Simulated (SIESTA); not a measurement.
**HfO2: equation of state with PBEsol**

HfO2:

```xyz
12
Lattice="5.5564 0.0000 0.0000 0.0000 3.3336 0.0000 0.0000 0.0000 6.5050" Properties=species:S:1:pos:R:3 pbc="T T T"
Hf    4.1600    2.5002    3.9542
Hf    1.3964    0.8334    2.5508
Hf    1.3818    2.5002    5.8033
Hf    4.1746    0.8334    0.7017
O     3.5533    0.8334    2.7542
O     2.0031    2.5002    3.7508
O     0.7751    0.8334    0.4983
O     4.7813    2.5002    6.0067
O     2.8937    0.8334    5.4736
O     2.6627    2.5002    1.0313
O     0.1155    0.8334    4.2838
O     5.4409    2.5002    2.2212
```

Measurements of this composition are mostly on another form, of space group No. 14.

```json
{"Program": "SIESTA 5.4.2", "Task": "equation of state", "Functional": "PBEsol", "Potentials or basis": "PseudoDojo 0.4 standard (PBEsol files)", "Basis": "DZP (energy shift 0.003 Ry; two zetas on semicore shells)", "Grid cutoff": "800 Ry", "Energy shift": "0.003 Ry", "k mesh": "4 × 6 × 3", "Occupations": "fermi-dirac, width 0.05 eV", "Spin": "no spin polarisation"}
```

| Item | Value |
| --- | --- |
| Equilibrium volume | 9.90 Å³/atom |
| Bulk modulus at fixed shape and positions | 290 GPa |
| Pressure derivative of the bulk modulus | 4.3 |

Energy against volume, from the lowest point:
```csv
volume (Å³/atom),energy (meV/atom)
9.438,20.48
9.639,6.02
9.840,0.00
10.041,1.58
10.242,10.01
10.443,24.57
10.643,44.58
```

All runs of the series together: 31 min on 1 thread of Arm Neoverse V2, with other jobs on the host.

Caveat: short orbitals over semicore shells can move pressures by several GPa; the cell was scaled at fixed shape and fractional positions, which overstates the stiffness of a crystal with free parameters, most of all of layers and chains; the basis of atomic orbitals isn't converged, which shifts pressures, moduli and gaps. The run has no spin-orbit coupling, so splittings on Hf are missing.
